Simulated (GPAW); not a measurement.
# GaP (F-43m) in GPAW: a series of runs

The runs below take GaP through band structure, with LDA, PBEsol.

Program: GPAW 26.7.0. These are calculated values, not measurements. Logs are shortened: lines on timing, memory, paths and dates and some standing lists are left out, and cuts for length are marked. The log counts tension as positive stress, the text compression.

**Measured values to compare with.**

From “Stacking defects in GaP nanowires: Electronic structure and optical properties”, 2018, arxiv:1810.01194, for a bulk crystal of GaP at 10 K: band gap 2.34 eV (indirect).

The runs below are set against these values where they give the same quantity.

### Step 1. Starting point

Symmetry: F-43m, No. 216, cubic system. Conventional cell: a = 5.451 Å, b = 5.451 Å, c = 5.451 Å, α = 90.00°, β = 90.00°, γ = 90.00°. Ga (site symmetry -43m) is surrounded by 4 P at 2.36 Å. Around P (site symmetry -43m) lie 4 Ga at 2.36 Å.

### Step 2. Band structure, LDA

run.py

```python
from ase import Atoms
from ase.dft.bandgap import bandgap
from ase.io import write
from ase.units import GPa
from gpaw import GPAW, PW

atoms = Atoms(['Ga', 'P'],
              cell=[[0.0, 2.72525, 2.72525],
                    [2.72525, 0.0, 2.72525],
                    [2.72525, 2.72525, 0.0]],
              scaled_positions=[[0.0, 0.0, 0.0],
                                [0.75, 0.75, 0.75]],
              pbc=True)

calc = GPAW(mode=PW(600),
            xc='LDA',
            kpts={'size': (8, 8, 8), 'gamma': True},
            occupations={'name': 'fermi-dirac', 'width': 0.05},
            nbands=11,
            convergence={'density': 1e-05, 'energy': 1e-05},
            maxiter=150,
            txt='gpaw.txt')
atoms.calc = calc
energy = atoms.get_potential_energy()
forces = atoms.get_forces()
stress = atoms.get_stress()
calc.write('gs.gpw')
write('result.traj', atoms)
print(f'Energy: {energy:.6f} eV')
print('Forces (eV/A):')
print(forces.round(4))
print('Stress (GPa):', (stress / GPa).round(3))
print('Fermi level:', round(calc.get_fermi_level(), 4), 'eV')
print(f'Gap: {bandgap(calc)[0]:.4f} eV, direct: {bandgap(calc, direct=True)[0]:.4f} eV')

path = atoms.cell.bandpath('GXWKGLUWLK,UX', npoints=60, eps=1e-4)
bs_calc = calc.fixed_density(kpts=path, symmetry='off', nbands=21,
                             convergence={'bands': 'CBM+6.0', 'eigenstates': 1e-6}, txt='bands.txt')
bs = bs_calc.band_structure()
bs.write('bs.json')
print(f'Gap on the path: {bandgap(bs_calc)[0]:.4f} eV')
```

Potentials or basis: the program's PAW data sets (release 1.2.1) made for this functional, pw.

Run with:

```sh
OMP_NUM_THREADS=1 python run.py
```

gpaw.txt:

```text
__  _  _
 | _ |_)|_||  |
 |__||  | ||/\| - 26.7.0

Input parameters:
  mode=PW(ecut=600.0),
  convergence={'density': 1e-05, 'energy': 1e-05},
  kpts=MonkhorstPack(size=(8, 8, 8), gamma=True),
  maxiter=150,
  nbands=11,
  occupations=Occupations(name='fermi-dirac', width=0.05),
  xc=XC(name='LDA')

Diagonalizing LCAO Hamiltonian
Converting LCAO to pw mode

                    P

       Ga

Atoms  # Å, Bohr magnetons
|   | symbol |        x |        y |        z |    initial magnetic moments |
|---|--------|----------|----------|----------|-----------------------------|
| 0 |     Ga | 0.000000 | 0.000000 | 0.000000 | ( 0.0000,  0.0000,  0.0000) |
| 1 |      P | 4.087875 | 4.087875 | 4.087875 | ( 0.0000,  0.0000,  0.0000) |

Unit cell  # Å
| periodic |        x |        y |        z |  lengths |    angles |
|----------|----------|----------|----------|----------|-----------|
|      yes | 0.000000 | 2.725250 | 2.725250 | 3.854086 | 60.000000 |
|      yes | 2.725250 | 0.000000 | 2.725250 | 3.854086 | 60.000000 |
|      yes | 2.725250 | 2.725250 | 0.000000 | 3.854086 | 60.000000 |

Number of symmetries: 24
Symmetry operations  # r_c * U_cc + t_c -> r_c
|    | kind |            matrix            |
|----|------|------------------------------|
|  0 |  E   |  1, 0, 0,  0, 1, 0,  0, 0, 1 |
|  1 |  σ   |  1, 0, 0,  0, 0, 1,  0, 1, 0 |
|  2 |  σ   |  1, 0,-1,  0, 1,-1,  0, 0,-1 |
|  3 |  C3  |  1, 0,-1,  0, 0,-1,  0, 1,-1 |
|  4 |  C3  |  1,-1, 0,  0,-1, 1,  0,-1, 0 |
|  5 |  σ   |  1,-1, 0,  0,-1, 0,  0,-1, 1 |
|  6 |  σ   |  0, 1, 0,  1, 0, 0,  0, 0, 1 |
|  7 |  C3  |  0, 1, 0,  0, 0, 1,  1, 0, 0 |
|  8 |  C2  |  0, 1,-1,  1, 0,-1,  0, 0,-1 |
|  9 |  S4  |  0, 1,-1,  0, 0,-1,  1, 0,-1 |
| 10 |  C3  |  0, 0, 1,  1, 0, 0,  0, 1, 0 |
| 11 |  σ   |  0, 0, 1,  0, 1, 0,  1, 0, 0 |
| 12 |  S4  |  0, 0,-1,  1, 0,-1,  0, 1,-1 |
| 13 |  C3  |  0, 0,-1,  0, 1,-1,  1, 0,-1 |
| 14 |  S4  |  0,-1, 1,  1,-1, 0,  0,-1, 0 |
| 15 |  C2  |  0,-1, 1,  0,-1, 0,  1,-1, 0 |
| 16 |  C3  |  0,-1, 0,  1,-1, 0,  0,-1, 1 |
| 17 |  S4  |  0,-1, 0,  0,-1, 1,  1,-1, 0 |
| 18 |  S4  | -1, 1, 0, -1, 0, 1, -1, 0, 0 |
| 19 |  C3  | -1, 1, 0, -1, 0, 0, -1, 0, 1 |
| 20 |  C3  | -1, 0, 1, -1, 1, 0, -1, 0, 0 |
| 21 |  S4  | -1, 0, 1, -1, 0, 0, -1, 1, 0 |
| 22 |  σ   | -1, 0, 0, -1, 1, 0, -1, 0, 1 |
| 23 |  C2  | -1, 0, 0, -1, 0, 1, -1, 1, 0 |

BZ-sampling:
  Number of BZ points: 512
  Number of IBZ points: 29

  Monkhorst-Pack size: [8, 8, 8]
  Monkhorst-Pack shift: [0.0625, 0.0625, 0.0625]

K-points  # in reciprocal-cell coordinates
|     |                                coordinates |     weight |
|-----|--------------------------------------------|------------|
|   0 | (  0.00000000,   0.00000000,   0.00000000) | 0.00195312 |
|   1 | (  0.12500000,   0.12500000,   0.00000000) | 0.01171875 |
|   2 | (  0.12500000,   0.12500000,   0.12500000) | 0.01562500 |
|   3 | (  0.25000000,   0.12500000,   0.12500000) | 0.02343750 |
|   4 | (  0.25000000,   0.25000000,   0.00000000) | 0.01171875 |
|   5 | (  0.25000000,   0.25000000,   0.12500000) | 0.04687500 |
|   6 | (  0.25000000,   0.25000000,   0.25000000) | 0.01562500 |
|   7 | (  0.37500000,   0.25000000,  -0.37500000) | 0.04687500 |
|   8 | (  0.37500000,   0.25000000,   0.12500000) | 0.04687500 |
|   9 | (  0.37500000,   0.25000000,   0.25000000) | 0.04687500 |
| ... |                                            |            |
|  28 | (  0.50000000,   0.50000000,   0.50000000) | 0.00781250 |

Plane wave coefficients: 1365
Cutoff: 600.0 eV

Spin-components: 1 (collinear spins)
Bands:           11
Projectors:      10
Spin-degeneracy: 2
Datatype:        complex128

Parallelization:
  kpt:    1
  domain: 1
  band:   1

Density:
  Valence electrons: 8.0
  Components: 1
  Grid points: [24 24 24]
  Charge: 0.0  # |e|

Potential:
  Grid points: [24 24 24]

species:
  Ga:
    name:    Gallium
    Z:       31.0
    valence: 3
    core:    28
    charge:  0.0  # [|e|]
    compensation charges:
      type: gauss
      rc: 0.37  # [Å]
      lmax: 2
    cutoffs:
      filter: 2.06  # [Å]
      core: 4.17  # [Å]
    projectors
    | kind |    occ | energy [eV] | rcut [Å] |
    |------|--------|-------------|----------|
    |   4s |  2.000 |      -9.167 |    1.164 |
    |   4p |  1.000 |      -2.734 |    1.164 |
    |    s |        |      18.045 |    1.164 |
    |    p |        |      24.478 |    1.164 |
    |    d |        |       0.000 |    1.164 |

    Using partial waves for Ga as LCAO basis

  P:
    name:    Phosphorus
    Z:       15.0
    valence: 5
    core:    10
    charge:  0.0  # [|e|]
    compensation charges:
      type: gauss
      rc: 0.30  # [Å]
      lmax: 2
    cutoffs:
      filter: 1.69  # [Å]
      core: 1.81  # [Å]
    projectors
    | kind |    occ | energy [eV] | rcut [Å] |
    |------|--------|-------------|----------|
    |   3s |  2.000 |     -14.015 |    0.953 |
    |   3p |  3.000 |      -5.596 |    0.953 |
    |    s |        |      13.197 |    0.953 |
    |    p |        |      21.615 |    0.953 |
    |    d |        |       0.000 |    0.953 |

    Using partial waves for P as LCAO basis

Reference energy: -62080.661910  # eV

eigensolver:
  PPCG
  Converge bands: occupied
  niter=2

density mixing:
  MSR1-Mixer
  Pratt-step length: 0.05
  Maximum mixing coefficient: 0.75
  Old densities: 10
  SVD Regularization: 0.005
  Good broyden scale: 1.0
  Trust region scale: 1.0
  Backstep threshold: 4.0
  History deletion threshold: 6.0
  Fourier metric: weight=20.0, sigma=0.015

occupation numbers:
  Fermi-Dirac:
    width: 0.0500  # eV

poisson solver:
  ecut: 4800.0  # eV

xc functional:
  name: None

convergence criteria:
- Maximum integral of absolute [dens]ity change: 1e-05 electrons / valence electron
- Maximum [total energy] change in last 3 cyles: 1e-05 eV / valence electron
- Maximum integral of absolute [eigenst]ate change: 4e-08 eV^2 / valence electron
maximum number of iterations: 150

SCF iterations
|iter     | |      energy | eigst |  dens |
|---------|-|-------------|-------|-------|
|iter:   1| |  -10.574615 | -0.26 |       |
|iter:   2| |  -10.539490 | -2.34 | -0.85 |
|iter:   3| |  -10.364567 | -1.97 | -0.88 |
|iter:   4| |  -10.361918 | -3.49 | -1.55 |
|iter:   5| |  -10.361847 | -4.52 | -2.13 |
|iter:   6| |  -10.361866c| -5.87 | -2.78 |
|iter:   7| |  -10.361866c| -7.33 | -3.84 |
|iter:   8| |  -10.361866c| -7.74c| -4.33 |
|iter:   9| |  -10.361866c| -8.73c| -5.40c|

Converged in 9 steps
Energy contributions relative to reference atoms: (reference = -62080.661910)

Energy contributions:
  Kinetic:          24.225623
  Coulomb:         -21.446931
  Zero:              0.013223
  External:          0.000000
  Xc:              -13.153781
  Entropy:          -0.000000
  Spinorbit:         0.000000
  ----------------------------
  Free energy:     -10.361866
  Extrapolated:    -10.361866

dipole moment: (-10.887872, -10.887872, -10.887872)  # |e|*Ang

Fermi level: 5.438
Eigenvalues  # (at kpt = [0.000, 0.000, 0.000])
| band index |      eig [eV] | occ [0-2] |
|------------|---------------|-----------|
|          0 |        -7.779 |     2.000 |
|          1 |         4.711 |     2.000 |
|          2 |         4.711 |     2.000 |
|          3 |         4.711 |     2.000 |
|          4 |         6.398 |     0.000 |
|          5 |         8.545 |     0.000 |
|          6 |         8.545 |     0.000 |
|          7 |         8.545 |     0.000 |
|          8 |        13.267 |     0.000 |
|          9 |        14.426 |     0.000 |
|         10 |        14.426 |     0.000 |

Gap: 1.513 eV
Transition (v -> c):
  (s=0, k=0, n=3, [0.00, 0.00, 0.00]) -> (s=0, k=24, n=4, [0.50, 0.50, 0.00])
Direct/indirect transitions are different
Direct gap: 1.687 eV
Transition at: (s=0, k=0, n=3, [0.00, 0.00, 0.00])

Forces  # eV/Ang
|        x |        y |        z |
|----------|----------|----------|
|  0.00000 |  0.00000 | -0.00000 |  # Ga   0
| -0.00000 | -0.00000 |  0.00000 |  # P    1

Stress tensor  # eV/Ang^3
|         x |         y |        z |
|-----------|-----------|----------|
|  0.004776 | -0.000000 | 0.000000 |
| -0.000000 |  0.004776 | 0.000000 |
|  0.000000 |  0.000000 | 0.004776 |

# Writing to gs.gpw (mode='')
```

Wall time 25 s (1 thread of Arm Neoverse V1, shared host); peak memory 0.2 GiB.

Results:

```yaml
Free_energy: -10.3619 eV
Pressure: -0.8 GPa
Band_gap_on_the_k_mesh: 1.51 eV, indirect (least direct gap 1.69 eV)
Band_gap_along_the_path: 1.46 eV, indirect (least direct gap 1.69 eV)
```

Levels at the corners of the path, in eV from the valence-band top:
| point | band 1 | band 2 | band 3 | band 4 | band 5 | band 6 | band 7 | band 8 |
| --- | --- | --- | --- | --- | --- | --- | --- | --- |
| Γ | -12.49 | 0.00 | 0.00 | 0.00 | 1.69 | 3.83 | 3.83 | 3.83 |
| X | -9.64 | -6.82 | -2.69 | -2.69 | 1.51 | 1.71 | 10.49 | 10.49 |
| W | -9.57 | -6.59 | -3.63 | -3.45 | 4.63 | 4.83 | 6.02 | 6.04 |
| K | -9.69 | -6.59 | -3.98 | -2.26 | 2.07 | 4.73 | 8.16 | 8.19 |
| Γ | -12.49 | 0.00 | 0.00 | 0.00 | 1.69 | 3.83 | 3.83 | 3.83 |
| L | -10.54 | -6.68 | -1.12 | -1.12 | 1.56 | 4.67 | 4.67 | 8.10 |
| U | -9.69 | -6.59 | -3.98 | -2.26 | 2.07 | 4.73 | 8.16 | 8.19 |
| W | -9.57 | -6.59 | -3.63 | -3.45 | 4.63 | 4.83 | 6.02 | 6.04 |
| L | -10.54 | -6.68 | -1.12 | -1.12 | 1.56 | 4.67 | 4.67 | 8.10 |
| K | -9.69 | -6.59 | -3.98 | -2.26 | 2.07 | 4.73 | 8.16 | 8.19 |
| U | -9.69 | -6.59 | -3.98 | -2.26 | 2.07 | 4.73 | 8.16 | 8.19 |
| X | -9.64 | -6.82 | -2.69 | -2.69 | 1.51 | 1.71 | 10.49 | 10.49 |

### Step 3. Band structure, PBEsol

run.py, as its differences from that of step 2:

```diff
@@ -4,3 +4,5 @@
 from ase.units import GPa
-from gpaw import GPAW, PW
+from gpaw import GPAW, PW, setup_paths
+
+setup_paths.insert(0, '.')
 
@@ -15,3 +17,3 @@
 calc = GPAW(mode=PW(600),
-            xc='LDA',
+            xc='PBEsol',
             kpts={'size': (8, 8, 8), 'gamma': True},
@@ -35,3 +37,3 @@
 
-path = atoms.cell.bandpath('GXWKGLUWLK,UX', npoints=60, eps=1e-4)
+path = atoms.cell.bandpath('GXWKGLUWLK,UX', npoints=100, eps=1e-4)
 bs_calc = calc.fixed_density(kpts=path, symmetry='off', nbands=21,
```

Potentials or basis: PAW data sets generated in the run's folder for this functional, pw.

Run with:

```sh
gpaw-setup -f PBEsol Ga P
OMP_NUM_THREADS=1 python run.py
```

gpaw.txt:

```text
__  _  _
 | _ |_)|_||  |
 |__||  | ||/\| - 26.7.0

Input parameters:
  mode=PW(ecut=600.0),
  convergence={'density': 1e-05, 'energy': 1e-05},
  kpts=MonkhorstPack(size=(8, 8, 8), gamma=True),
  maxiter=150,
  nbands=11,
  occupations=Occupations(name='fermi-dirac', width=0.05),
  xc=XC(name='PBEsol')

Diagonalizing LCAO Hamiltonian
Converting LCAO to pw mode

                    P

       Ga

Atoms  # Å, Bohr magnetons
|   | symbol |        x |        y |        z |    initial magnetic moments |
|---|--------|----------|----------|----------|-----------------------------|
| 0 |     Ga | 0.000000 | 0.000000 | 0.000000 | ( 0.0000,  0.0000,  0.0000) |
| 1 |      P | 4.087875 | 4.087875 | 4.087875 | ( 0.0000,  0.0000,  0.0000) |

Unit cell  # Å
| periodic |        x |        y |        z |  lengths |    angles |
|----------|----------|----------|----------|----------|-----------|
|      yes | 0.000000 | 2.725250 | 2.725250 | 3.854086 | 60.000000 |
[... 181 lines left out ...]
  Zero:              0.010007
  External:          0.000000
  Xc:              -12.609872
  Entropy:          -0.000000
  Spinorbit:         0.000000
  ----------------------------
  Free energy:      -9.824438
  Extrapolated:     -9.824438

dipole moment: (-10.813290, -10.813290, -10.813290)  # |e|*Ang

Fermi level: 5.606
Eigenvalues  # (at kpt = [0.000, 0.000, 0.000])
| band index |      eig [eV] | occ [0-2] |
|------------|---------------|-----------|
|          0 |        -7.626 |     2.000 |
|          1 |         4.864 |     2.000 |
|          2 |         4.864 |     2.000 |
|          3 |         4.864 |     2.000 |
|          4 |         6.677 |     0.000 |
|          5 |         8.729 |     0.000 |
|          6 |         8.729 |     0.000 |
|          7 |         8.729 |     0.000 |
|          8 |        13.510 |     0.000 |
|          9 |        14.531 |     0.000 |
|         10 |        14.531 |     0.000 |

Gap: 1.527 eV
Transition (v -> c):
  (s=0, k=0, n=3, [0.00, 0.00, 0.00]) -> (s=0, k=24, n=4, [0.50, 0.50, 0.00])
Direct/indirect transitions are different
Direct gap: 1.813 eV
Transition at: (s=0, k=0, n=3, [0.00, 0.00, 0.00])

Forces  # eV/Ang
|        x |       y |        z |
|----------|---------|----------|
| -0.00000 | 0.00000 |  0.00000 |  # Ga   0
| -0.00000 | 0.00000 | -0.00000 |  # P    1

Stress tensor  # eV/Ang^3
|         x |         y |         z |
|-----------|-----------|-----------|
| -0.009639 |  0.000000 | -0.000000 |
|  0.000000 | -0.009639 |  0.000000 |
| -0.000000 |  0.000000 | -0.009639 |

# Writing to gs.gpw (mode='')
```

stdout:

```text
Energy: -9.824438 eV
Forces (eV/A):
[[-0.  0.  0.]
 [-0.  0. -0.]]
Stress (GPa): [-1.544 -1.544 -1.544  0.    -0.     0.   ]
Fermi level: 5.6059 eV
Gap: 1.5274 eV, direct: 1.8132 eV
Gap on the path: 1.4864 eV
```

Wall time 38 s (1 thread of Arm Neoverse V1, shared host); peak memory 0.24 GiB.

Results:

```
Free energy             : -9.8244 eV
Pressure                : 1.5 GPa
Band gap on the k mesh  : 1.53 eV, indirect (least direct gap 1.81 eV)
Band gap along the path : 1.49 eV, indirect (least direct gap 1.81 eV)
```

Levels at the corners of the path, in eV from the valence-band top:
```tsv
point	band 1	band 2	band 3	band 4	band 5	band 6	band 7	band 8	band 9
Γ	-12.49	0.00	0.00	0.00	1.81	3.87	3.87	3.87	8.65
X	-9.65	-6.77	-2.69	-2.69	1.53	1.75	10.58	10.58	11.12
W	-9.58	-6.54	-3.64	-3.45	4.63	4.88	6.06	6.07	11.49
K	-9.70	-6.55	-3.99	-2.27	2.10	4.76	8.21	8.23	9.23
Γ	-12.49	0.00	0.00	0.00	1.81	3.87	3.87	3.87	8.65
L	-10.55	-6.66	-1.12	-1.12	1.64	4.68	4.68	8.12	10.79
U	-9.70	-6.55	-3.99	-2.27	2.10	4.76	8.21	8.23	9.23
W	-9.58	-6.54	-3.64	-3.45	4.63	4.88	6.06	6.07	11.49
L	-10.55	-6.66	-1.12	-1.12	1.64	4.68	4.68	8.12	10.79
K	-9.70	-6.55	-3.99	-2.27	2.10	4.76	8.21	8.23	9.23
U	-9.70	-6.55	-3.99	-2.27	2.10	4.76	8.21	8.23	9.23
X	-9.65	-6.77	-2.69	-2.69	1.53	1.75	10.58	10.58	11.12
```

### Step 4. Comparison with measurements

Step 2. A measured gap of GaP is 2.34 eV (indirect; 10 K; quoted in “Stacking defects in GaP nanowires: Electronic structure and optical properties”, 2018, arxiv:1810.01194); the calculated 1.46 eV misses it by -0.88 eV. Spin-orbit coupling on Ga is left out. The value is that of LDA, without temperature or zero-point motion. Semilocal functionals fall short of measured gaps as a rule.

Step 3. Against the measured gap of GaP, 2.34 eV (indirect; 10 K; quoted in “Stacking defects in GaP nanowires: Electronic structure and optical properties”, 2018, arxiv:1810.01194), the calculated 1.49 eV is off by -0.85 eV. Spin-orbit coupling on Ga is left out. The value is that of PBEsol, without temperature or zero-point motion. Semilocal functionals fall short of measured gaps as a rule.
